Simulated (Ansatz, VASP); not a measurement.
# One calculation of CaF2 (Fluorite), two programs

```
Ca F
1.0
     0.00000    2.69409    2.69409
     2.69409    0.00000    2.69409
     2.69409    2.69409    0.00000
Ca F
1 2
Direct
  0.00000 0.00000 0.00000
  0.75000 0.75000 0.75000
  0.25000 0.25000 0.25000
```

Change from the starting cell: volume scaled by 0.96.

Alike in both runs: task single point; functional PBE; k mesh 8 × 8 × 8; occupations fermi-dirac, width 0.05 eV; no spin polarisation.

|  | VASP | Ansatz |
| --- | --- | --- |
| version | VASP 6.6.1 | Ansatz 0.2.0 |
| potentials or method | VASP PAW PBE potentials, release 64 (Ca_sv, F), cutoff 520 eV | all-electron LAPW, scalar-relativistic |

Ansatz gave:

| Item | Value |
| --- | --- |
| gap on the k mesh at the Fermi level (eV) | 7.54 |
| least direct gap on the mesh (eV) | 7.80 |
| pressure (GPa) | 6.1 |

Problem. Which values does VASP return?

Solution. gap on the k mesh at the Fermi level (eV): 7.52; least direct gap on the mesh (eV): 7.79; pressure (GPa): 6.5.

Ansatz ran all-electron here, so the differences hold the error of VASP's frozen core and of both bases.

A k mesh can miss the band edges.
